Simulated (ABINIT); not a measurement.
**Ir: equation of state with BP86+D3(BJ)**

The system is Ir.

```
CELL_PARAMETERS angstrom
0.00000 1.91560 1.91560
1.91560 0.00000 1.91560
1.91560 1.91560 0.00000
ATOMIC_POSITIONS crystal
Ir 0.00000 0.00000 0.00000
```

```
Program                                         : ABINIT 10.8.3 (patched build)
Task                                            : equation of state
Functional                                      : BP86
Dispersion                                      : D3(BJ)
Potentials or basis                             : JTH PAW PBE v2.0
Cutoff                                          : 463 eV
k mesh                                          : 12 × 12 × 12
Occupations                                     : fermi-dirac, width 0.05 eV
Spin                                            : no spin polarisation
Fine-grid cutoff                                : 925.187 eV
Exchange and correlation inside the PAW spheres : full angular mesh (pawxcdev 0, this build's default; the released program takes 1)
```

```yaml
Equilibrium_volume: 13.80 Å³/atom
Bulk_modulus: 406 GPa
Pressure_derivative_of_the_bulk_modulus: 5.0
```

Energy against volume, from the lowest point:
```csv
volume (Å³/atom),energy (meV/atom)
13.215,34.50
13.496,8.90
13.778,0.00
14.059,5.71
14.340,24.37
14.621,54.60
14.902,94.89
```

Wall time 44 s on 1 thread of Arm Neoverse V2, on a shared host, peak memory 0.13 GiB.

Caveat: pressures at fixed basis lie under the slope of the energies; the PAW data sets were made with another functional, which shifts forces and pressure a little; the atomic spheres overlap. The run has no spin-orbit coupling, so splittings on Ir are missing.
